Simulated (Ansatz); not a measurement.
AlPt:

```
Pt Al
1.0
     3.09155    0.00000    0.00000
     0.00000    3.09155    0.00000
     0.00000    0.00000    3.09155
Pt Al
1 1
Direct
  0.50000 0.50000 0.50000
  0.00000 0.00000 0.00000
```

Measurements of this composition are mostly on another form, of space group No. 198.

```yaml
Program: Ansatz 0.2.0
Task: relaxation of cell and atoms
Functional: PBEsol
Dispersion: D3(BJ)
Potentials_or_basis: Ansatz PAW
Cutoff: "420 eV (not typed: the program's choice for these potentials)"
k_mesh: 9 × 9 × 9
Occupations: fermi-dirac, width 0.05 eV
Spin: no spin polarisation
```

At the start: volume 14.77 Å³/atom.

**Question.** How do energy, volume and symmetry change on relaxing?

**Answer.** It ends after 5 steps and the volume is 13.90 Å³/atom (-5.9 %); space group Pm-3m (No. 221, to 0.05 Å).

Step by step:
| step | energy change (eV) | largest force (eV/Å) | volume (Å³) |
| --- | --- | --- | --- |
| 1 | 0.0000 | 0.0000 | 29.55 |
| 2 | -0.0247 | 0.0000 | 26.52 |
| 3 | -0.0674 | 0.0000 | 27.94 |
| 4 | -0.0680 | 0.0000 | 27.80 |
| 5 | -0.0674 | 0.0000 | 27.80 |

Final structure:
```
CELL_PARAMETERS angstrom
3.02933 0.00000 0.00000
0.00000 3.02933 0.00000
0.00000 0.00000 3.02933
ATOMIC_POSITIONS crystal
Pt 0.50000 0.50000 0.50000
Al 0.00000 0.00000 0.00000
```

Caveat: the plane-wave basis is chosen anew once the cell has moved, so the energies of steps on either side of that aren't comparable; pairwise dispersion overbinds metals, which lowers pressure and volume; the PAW data sets come from PBE, with cores solved anew for the run's functional, which leaves a small shift of forces and pressure.
